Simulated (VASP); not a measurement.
# BeTe in VASP: one cell, several levels of theory, part 2 of 2

VASP 6.6.1, plane waves, PAW.

### 3 r2SCAN

Input file INCAR:

```
ENCUT = 520.000000
SIGMA = 0.010000
EDIFF = 1.00e-07
ALGO = Normal
METAGGA = R2SCAN
PREC = Accurate
IBRION = -1
ISIF = 2
ISMEAR = 0
NBANDS = 11
NELM = 120
NSW = 0
LASPH = .TRUE.
LCHARG = .FALSE.
LWAVE = .FALSE.
LREAL = .FALSE.
```

Input file KPOINTS:

```
KPOINTS created by Atomic Simulation Environment
0
Gamma
8 8 8
0 0 0
```

Input file KPOINTS_OPT:

```
special points
7
Reciprocal
0.0000000000 0.0000000000 0.0000000000 1
-0.5000000000 -0.5000000000 0.0000000000 1
-0.3750000000 -0.3750000000 0.2500000000 1
-0.3750000000 0.0000000000 0.3750000000 1
0.0000000000 0.0000000000 0.5000000000 1
-0.5000000000 -0.2500000000 0.2500000000 1
0.0000000000 0.5000000000 0.5000000000 1
```

Input file POSCAR:

```
Be Te
 1.0000000000000000
     0.0000000000000000    2.7154786804000000    2.9110173751000001
     2.7154786804000000    0.0000000000000000    2.9110173751000001
     2.7154786804000000    2.7154786804000000    0.0000000000000000
 Be  Te
   1   1
Cartesian
  0.0000000000000000  0.0000000000000000  0.0000000000000000
  1.3577393402000000  1.3577393402000000  1.4555086875500001
```

Started as:

```sh
$ mpirun -np 1 vasp_std
```

Standard output, without the iteration lines:

```text
POSCAR found type information on POSCAR BeTe
 POSCAR found :  2 types and       2 ions
 -----------------------------------------------------------------------------
|                                                                             |
|                                                                             |
|     You enforced a specific xc type in the INCAR file but a different       |
|     I HOPE YOU KNOW WHAT YOU ARE DOING!                                     |
|                                                                             |
 -----------------------------------------------------------------------------

 LDA part: xc-table for (None), standard interpolation
 POSCAR, INCAR and KPOINTS ok, starting setup
 FFT: planning ... GRIDC
 FFT: planning ... GRID_SOFT
 FFT: planning ... GRID
 WAVECAR not read
 entering main loop
 Start KPOINTS_OPT (optional k-point list driver)
k-point batch [1-7\7]
```

OSZICAR:

```text
N       E                     dE             d eps       ncg     rms          rms(c)
DAV:   1    -0.348328348897E+01   -0.34833E+01   -0.34450E+03  1298   0.610E+02
DAV:   2    -0.306345294537E+02   -0.27151E+02   -0.25531E+02  1647   0.948E+01
DAV:   3    -0.317302540737E+02   -0.10957E+01   -0.10939E+01  1751   0.207E+01
DAV:   4    -0.317391249720E+02   -0.88709E-02   -0.88700E-02  1566   0.209E+00
DAV:   5    -0.317392646219E+02   -0.13965E-03   -0.13965E-03  1669   0.257E-01    0.496E+00
DAV:   6    -0.306317285486E+02    0.11075E+01   -0.19140E-01  1385   0.275E+00    0.352E+00
DAV:   7    -0.306271146661E+02    0.46139E-02   -0.14858E-01  1533   0.205E+00    0.453E-01
DAV:   8    -0.306261694501E+02    0.94522E-03   -0.68706E-03  1535   0.490E-01    0.379E-01
DAV:   9    -0.306266429321E+02   -0.47348E-03   -0.73636E-04  1587   0.190E-01    0.192E-01
DAV:  10    -0.306267192762E+02   -0.76344E-04   -0.82855E-05  1615   0.580E-02    0.677E-02
DAV:  11    -0.306267324390E+02   -0.13163E-04   -0.32622E-05  1536   0.441E-02    0.303E-02
DAV:  12    -0.306267336998E+02   -0.12609E-05   -0.99644E-07  1487   0.664E-03    0.109E-02
DAV:  13    -0.306267342370E+02   -0.53718E-06   -0.41234E-07  1557   0.278E-03    0.612E-04
DAV:  14    -0.306267341928E+02    0.44189E-07   -0.14569E-08   805   0.813E-04
   1 F= -.30626734E+02 E0= -.30626734E+02  d E =-.208232E-66
       N       E                     dE             ncg
DAV:   1     0.986943091894E+03   -0.16326E+04      154
DAV:   2     0.798015613613E+03   -0.18893E+03      205
DAV:   3     0.791078017731E+03   -0.69376E+01      203
DAV:   4     0.791018418106E+03   -0.59600E-01      195
DAV:   5     0.791017209268E+03   -0.12088E-02      222
DAV:   6     0.791017191406E+03   -0.17862E-04      217
DAV:   7     0.791017191310E+03   -0.95926E-07      222
```

From OUTCAR:

```text
k-points           NKPTS =     59   k-points in BZ     NKDIM =     59   number of bands    NBANDS=     11

   NELECT =       8.0000    total number of electrons

   dimension x,y,z NGX =    30 NGY =   30 NGZ =   30
   dimension x,y,z NGXF=    60 NGYF=   60 NGZF=   60

  energy-cutoff  :      520.00
  volume of cell :       42.93
      direct lattice vectors                 reciprocal lattice vectors
     0.000000000  2.715478680  2.911017375    -0.184129599  0.184129599  0.171761256
     2.715478680  0.000000000  2.911017375     0.184129599 -0.184129599  0.171761256
     2.715478680  2.715478680  0.000000000     0.184129599  0.184129599 -0.171761256

 k-points in reciprocal lattice and weights: KPOINTS created by Atomic Simulation Env
   0.00000000  0.00000000  0.00000000       0.002
   0.12500000  0.00000000  0.00000000       0.016
   0.25000000  0.00000000  0.00000000       0.016
   0.37500000  0.00000000  0.00000000       0.016
   0.50000000  0.00000000  0.00000000       0.008
   0.12500000  0.12500000  0.00000000       0.004
   0.25000000  0.12500000  0.00000000       0.016
   0.37500000  0.12500000  0.00000000       0.016
[... 51 more k-points ...]

 E-fermi :   5.6693

 k-point     1 :       0.0000    0.0000    0.0000
  band No.  band energies     occupation
      1      -7.6676      2.00000
      2       5.0879      2.00000
      3       5.5498      2.00000
      4       5.5498      2.00000
      5       9.3555      0.00000
      6       9.3555      0.00000
      7       9.4964      0.00000
      8      10.1850      0.00000
      9      14.5308      0.00000
     10      15.3778      0.00000
     11      16.5025      0.00000

 k-point     2 :       0.1250    0.0000    0.0000
  band No.  band energies     occupation
      1      -7.5007      2.00000
      2       3.9939      2.00000
      3       4.9725      2.00000
      4       5.3312      2.00000
      5       9.3872      0.00000
      6       9.7375      0.00000
      7       9.8894      0.00000
      8      11.3712      0.00000
      9      14.6414      0.00000
     10      15.0382      0.00000
     11      15.8066      0.00000

 k-point     3 :       0.2500    0.0000    0.0000
  band No.  band energies     occupation
      1      -7.0367      2.00000
      2       1.8421      2.00000
      3       4.4017      2.00000
      4       4.9244      2.00000
      5       9.1514      0.00000
      6      10.3632      0.00000
      7      10.4004      0.00000
      8      13.3340      0.00000
      9      14.6603      0.00000
     10      15.2323      0.00000
     11      15.5565      0.00000

 k-point     4 :       0.3750    0.0000    0.0000
  band No.  band energies     occupation
      1      -6.4352      2.00000
      2       0.0902      2.00000
      3       3.9740      2.00000
      4       4.6147      2.00000
      5       8.9179      0.00000
      6      10.4355      0.00000
      7      10.6494      0.00000
      8      14.0078      0.00000
      9      15.8053      0.00000
     10      16.0975      0.00000
     11      16.8086      0.00000

 k-point     5 :       0.5000    0.0000    0.0000
  band No.  band energies     occupation
      1      -6.1133      2.00000
      2      -0.6287      2.00000
      3       3.8200      2.00000
      4       4.5046      2.00000
      5       8.8273      0.00000
      6      10.4015      0.00000
      7      10.6413      0.00000
      8      13.9168      0.00000
      9      17.1097      0.00000
     10      17.5560      0.00000
     11      18.4623      0.00000

 k-point     6 :       0.1250    0.1250    0.0000
  band No.  band energies     occupation
      1      -7.4668      2.00000
      2       3.9958      2.00000
      3       4.8759      2.00000
      4       4.8759      2.00000
      5       9.1631      0.00000
      6      10.3915      0.00000
      7      10.3915      0.00000
      8      11.1271      0.00000
      9      13.4359      0.00000
     10      15.2093      0.00000
     11      17.2053      0.00000

 k-point     7 :       0.2500    0.1250    0.0000
  band No.  band energies     occupation
      1      -7.1192      2.00000
      2       2.4719      2.00000
      3       4.2304      2.00000
      4       4.3973      2.00000
      5       9.4034      0.00000
      6      10.4721      0.00000
      7      11.2609      0.00000
      8      11.7412      0.00000
      9      14.2258      0.00000
     10      16.0170      0.00000
     11      16.6227      0.00000

 k-point     8 :       0.3750    0.1250    0.0000
  band No.  band energies     occupation
      1      -6.5575      2.00000
      2       0.7242      2.00000
      3       3.5167      2.00000
      4       4.1405      2.00000
      5       9.6830      0.00000
      6      10.2424      0.00000
      7      11.5928      0.00000
      8      12.8215      0.00000
      9      15.9499      0.00000
     10      16.2637      0.00000
     11      16.9687      0.00000

 k-point     9 :       0.5000    0.1250    0.0000
  band No.  band energies     occupation
      1      -6.0793      2.00000
      2      -0.3727      2.00000
      3       3.0294      2.00000
      4       4.1739      2.00000
      5       9.7951      0.00000
      6      10.1088      0.00000
      7      11.3496      0.00000
      8      14.2393      0.00000
      9      16.1288      0.00000
     10      17.5362      0.00000
     11      17.6699      0.00000

 k-point    10 :      -0.3750    0.1250    0.0000
  band No.  band energies     occupation
      1      -6.1477      2.00000
      2      -0.2057      2.00000
      3       2.8857      2.00000
      4       4.4752      2.00000
      5       9.8531      0.00000
      6      10.3605      0.00000
      7      10.9973      0.00000
      8      14.0398      0.00000
      9      15.6915      0.00000
     10      15.9955      0.00000
     11      18.3817      0.00000

 k-point    11 :      -0.2500    0.1250    0.0000
  band No.  band energies     occupation
      1      -6.6817      2.00000
      2       1.1351      2.00000
      3       3.1264      2.00000
      4       4.9451      2.00000
      5       9.9134      0.00000
      6      10.5127      0.00000
      7      10.7126      0.00000
      8      12.8166      0.00000
      9      14.4520      0.00000
     10      15.8324      0.00000
     11      17.8465      0.00000

 k-point    12 :      -0.1250    0.1250    0.0000
  band No.  band energies     occupation
      1      -7.2139      2.00000
      2       2.9098      2.00000
      3       3.8289      2.00000
      4       5.3531      2.00000
      5       9.7722      0.00000
      6       9.8619      0.00000
      7      10.3666      0.00000
      8      12.1682      0.00000
      9      14.6016      0.00000
     10      15.4662      0.00000
     11      16.2233      0.00000

 k-point    13 :       0.2500    0.2500    0.0000
  band No.  band energies     occupation
      1      -6.9054      2.00000
      2       2.0489      2.00000
      3       3.8367      2.00000
      4       3.8367      2.00000
      5       8.5993      0.00000
      6      10.3220      0.00000
      7      12.4681      0.00000
      8      12.4681      0.00000
      9      14.6576      0.00000
     10      16.7864      0.00000
     11      17.9147      0.00000

 k-point    14 :       0.3750    0.2500    0.0000
  band No.  band energies     occupation
      1      -6.4565      2.00000
      2       0.9738      2.00000
      3       2.9945      2.00000
      4       3.5215      2.00000
      5       8.8184      0.00000
      6      10.3263      0.00000
      7      12.7088      0.00000
      8      13.2255      0.00000
      9      16.5088      0.00000
     10      17.4908      0.00000
     11      18.1549      0.00000

 k-point    15 :       0.5000    0.2500    0.0000
  band No.  band energies     occupation
      1      -5.9745      2.00000
      2       0.1188      2.00000
      3       1.9805      2.00000
      4       3.5403      2.00000
      5       9.0682      0.00000
      6      12.0372      0.00000
      7      12.4373      0.00000
      8      13.0631      0.00000
      9      16.4367      0.00000
     10      18.0507      0.00000
     11      18.6667      0.00000

 k-point    16 :      -0.3750    0.2500    0.0000
  band No.  band energies     occupation
      1      -5.8346      2.00000
      2      -0.0145      2.00000
      3       1.4429      2.00000
      4       3.8837      2.00000
      5       9.4596      0.00000
      6      12.2090      0.00000
      7      12.4398      0.00000
      8      14.2254      0.00000
      9      14.7911      0.00000
     10      15.8233      0.00000
     11      18.4265      0.00000

[... the tables of k-points 17 to 59 left out ...]

  Total        1.4526573      1.4526573      0.0680598      0.0000000      0.0000000      0.0000000
  in kB       54.2133385     54.2133385      2.5399994      0.0000000      0.0000000      0.0000000
  external PRESSURE =      36.9888921 kB  Pullay stress =       0.0000000 kB

 POSITION                                       TOTAL-FORCE (eV/Angst)
 -----------------------------------------------------------------------------------
      0.00000      0.00000      0.00000        -0.000000     -0.000000      0.000000
      1.35774      1.35774      1.45551         0.000000      0.000000      0.000000
 -----------------------------------------------------------------------------------
    total drift:                                0.000000      0.000000     -0.000000

  FREE ENERGIE OF THE ION-ELECTRON SYSTEM (eV)
  ---------------------------------------------------
  free  energy   TOTEN  =       -30.6267341928 eV

  energy  without entropy=      -30.6267341928  energy(sigma->0) =      -30.62673419
```

Hardware: 1 MPI rank of Intel Xeon Platinum 8488C, shared host.

The levels at the points of KPOINTS_OPT are read from vasprun.xml.

Band energies at the special points (eV, zero at the top of v, the last band that the electrons fill by count):

```csv
point,v−1,v,c,c+1
Γ,0.00,0.00,3.81,3.81
X,-2.69,-2.69,2.47,3.19
U,-4.35,-2.23,3.28,6.25
K,-4.39,-2.77,2.68,5.34
L,-1.73,-1.05,3.28,4.85
W,-4.12,-3.66,5.67,6.05
```

The r2SCAN gap is 1.92 eV and indirect (Γ to (0.00, 0.50, 0.50)), with 3.81 eV as the least direct one. The pressure is 3.70 GPa; the forces vanish within 0.01 eV/Å.

### 4 Summary

The summary covers parts 1 to 2.

| level | gap (eV) | pressure (GPa) | Ansatz: gap (eV) | Ansatz: pressure (GPa) |
| --- | --- | --- | --- | --- |
| PBE | 1.57 | 3.72 | 1.59 | 3.55 |
| r2SCAN | 1.92 | 3.70 | 1.93 | 3.47 |

The gap spans 1.57 eV (PBE) to 1.92 eV (r2SCAN). Spin-orbit coupling is left out, though the cell holds Te (Z = 52); in an element this heavy it can shift bands and gaps by tenths of an eV. The two programs agree on the gap within 0.03 eV, far less than the spread between functionals. The two codes have different PAW datasets and cutoffs. VASP's cell holds 8 valence electrons and Ansatz's 18.
